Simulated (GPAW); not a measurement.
Crystal: BP.

```
CELL_PARAMETERS angstrom
0.00000 2.26900 2.26900
2.26900 0.00000 2.26900
2.26900 2.26900 0.00000
ATOMIC_POSITIONS crystal
P 0.75000 0.75000 0.75000
B 0.00000 0.00000 0.00000
```

```yaml
Program: GPAW 26.7.0
Task: relaxation of cell and atoms
Functional: PBEsol
Dispersion: D3
Potentials_or_basis: PAW data sets generated in the run's folder for this functional
Cutoff: 800 eV
Basis: pw
k_mesh: 10 × 10 × 10
Occupations: fermi-dirac, width 0.05 eV
Spin: no spin polarisation
```

At the start: pressure -3.7 GPa; volume 11.68 Å³/atom.

How do energy, volume and symmetry change on relaxing?

Over 3 steps the energy falls by 2.7 meV/atom and the volume is 11.43 Å³/atom (-2.2 %); space group F-43m (No. 216, to 0.05 Å).

Step by step:
```tsv
step	energy change (eV)	largest force (eV/Å)	pressure (GPa)	volume (Å³)
1	0.0000	0.0000	-3.66	23.36
2	-0.0026	0.0000	-2.73	23.23
3	-0.0054	0.0000	0.06	22.85
```

Final structure:
```cif
data_structure
_symmetry_space_group_name_H-M 'P 1'
_symmetry_Int_Tables_number 1
_cell_length_a 3.1852
_cell_length_b 3.1852
_cell_length_c 3.1852
_cell_angle_alpha 60.000
_cell_angle_beta 60.000
_cell_angle_gamma 60.000
_cell_volume 22.85
loop_
_atom_site_label
_atom_site_type_symbol
_atom_site_fract_x
_atom_site_fract_y
_atom_site_fract_z
_atom_site_occupancy
P1 P 0.75000 0.75000 0.75000 1
B1 B 0.00000 0.00000 0.00000 1
```

Caveat: later steps reuse the first step's grids.
